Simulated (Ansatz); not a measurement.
# Density of states of Si

```
Si
1.0
    -2.25100    2.36850    1.27500
     2.25100   -2.36850    1.27500
     2.25100    2.36850   -1.27500
Si
2
Direct
  0.80700 0.55700 0.25000
  0.19300 0.44300 0.75000
```

The geometry is COD entry 9011656, unchecked; take it as a test cell.

Theory: Ansatz 0.2.0, DFT, PBE, all-electron LAPW, scalar-relativistic.

Settings: a Γ-centred 16×16×16 k mesh, Fermi–Dirac smearing of 0.05 eV, basis error target 0.5 meV/atom, no spin polarisation.

States per eV and cell, averaged over 0.6 eV, from -10.0 to 1.2 eV, with energies (bin centres) from the Fermi level; empty bins are left out. 

```csv
E (eV),total
-9.8,0.47
-9.2,0.51
-8.6,0.54
-8.0,0.56
-7.4,0.48
-6.8,0.57
-6.2,0.60
-5.6,0.64
-5.0,0.67
-4.4,0.70
-3.8,0.74
-3.2,0.80
-2.6,0.92
-2.0,0.92
-1.4,0.75
-0.8,0.60
-0.2,0.68
0.4,0.70
1.0,0.72
```
